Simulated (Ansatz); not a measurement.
A run of Ansatz 0.2.0:

input.yaml

```yaml
crystal:
  lattice:
    - [4.15, 0.0, 0.0]
    - [-2.075, 3.5940054257, 0.0]
    - [0.0, 0.0, 6.737]
  atoms:
    - { symbol: Cd, position: [0.6666666667, 0.3333333333, 0.5] }
    - { symbol: Cd, position: [0.3333333333, 0.6666666667, 0.0] }
    - { symbol: S, position: [0.6666666667, 0.3333333333, 0.875] }
    - { symbol: S, position: [0.3333333333, 0.6666666667, 0.375] }
hamiltonian:
  xc: pbe
  pseudopotentials: { kind: paw }
kpoints:
  mp_grid: { grid: [7, 7, 4] }
  band_path:
    path:
      - [[0.0, 0.0, 0.0], [0.5, 0.0, 0.0], [0.3333333333, 0.3333333333, 0.0], [0.0, 0.0, 0.0], [0.0, 0.0, 0.5], [0.5, 0.0, 0.5], [0.3333333333, 0.3333333333, 0.5], [0.0, 0.0, 0.5]]
      - [[0.5, 0.0, 0.5], [0.5, 0.0, 0.0]]
      - [[0.3333333333, 0.3333333333, 0.0], [0.3333333333, 0.3333333333, 0.5]]
    npoints: 14
scf:
  occupations: { method: fermi_dirac, width: 0.05 }
  n_extra_bands: 10
output:
  forces: true
  stress: true
  eigenvalues: true
  fatbands: true
```

Potentials or basis: Ansatz PAW.

The run is started by

```sh
$ ansatz run input.yaml --threads 2 --pin off --max-ram 5120MiB --backend cpu --events-out ev --progress --plain --runs-dir out
```

Hardware: 2 threads of Arm Neoverse V2 (shared host).

Q: Estimate the wall time of this run.

A: It took 17 s on 2 threads of Arm Neoverse V2, on a shared host, peak memory 0.48 GiB. Counts: scf iterations 6, plane waves 1973, k points 24, bands 36.
